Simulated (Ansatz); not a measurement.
Stoichiometric slabs of TaN (P-6m2 (No. 187)), cut along different planes. They are 10 to 11 Å thick, cut from the relaxed bulk and then relaxed; γ is the mean of both faces, φ the top face's.

```cif
data_structure
_symmetry_space_group_name_H-M 'P-6m2'
_symmetry_Int_Tables_number 187
_cell_length_a 2.9502
_cell_length_b 2.9502
_cell_length_c 2.8978
_cell_angle_alpha 90.000
_cell_angle_beta 90.000
_cell_angle_gamma 120.000
_cell_volume 21.84
loop_
_atom_site_label
_atom_site_type_symbol
_atom_site_symmetry_multiplicity
_atom_site_Wyckoff_symbol
_atom_site_fract_x
_atom_site_fract_y
_atom_site_fract_z
_atom_site_occupancy
Ta1 Ta 1 d 0.33333 0.66667 0.50000 1
N1 N 1 a 0.00000 0.00000 0.00000 1
```

Computed with Ansatz 0.2.0, DFT PBE, scalar-relativistic, plane waves, PAW. Cutoff 420 eV, k spacing 0.19 to 0.25 Å⁻¹, dipole correction; spin where the bulk is magnetic.

| slab | cell (Å²) | γ as cut (J/m²) | γ relaxed (J/m²) | φ (eV) | bulk gap (eV) |
| --- | --- | --- | --- | --- | --- |
| (001), N/Ta | 7.5 | 5.27 | 3.69 | 6.34 | 0.0 |
| (101), Ta/N | 11.4 | 5.98 | 4.31 | 4.15 | 0.0 |

Q: Estimate γ for (101), N/Ta (cell 11.4 Å², bulk gap 0.0 eV).

A: 3.21 J/m² as cut and 3.03 J/m² relaxed, the lowest of the 3.

Q: Which of these faces must appear on a crystal's equilibrium shape?

A: By Wulff's rule each face lies at a distance from the centre in proportion to its γ, so the lowest, (101), N/Ta at 3.03 J/m², lies nearest and is sure to appear among those computed; areas also depend on angles and on how many equivalent faces there are.

Where a slab's two faces differ, γ is their mean, each face has its own, which moves with the chemical potentials, and such polar cuts usually reconstruct, which these small cells can't show; the order above holds for the means.

Spin-orbit coupling is left out, which matters for the bands of heavy elements.

The reference crystal is a form of TaN, which isn't its usual structure.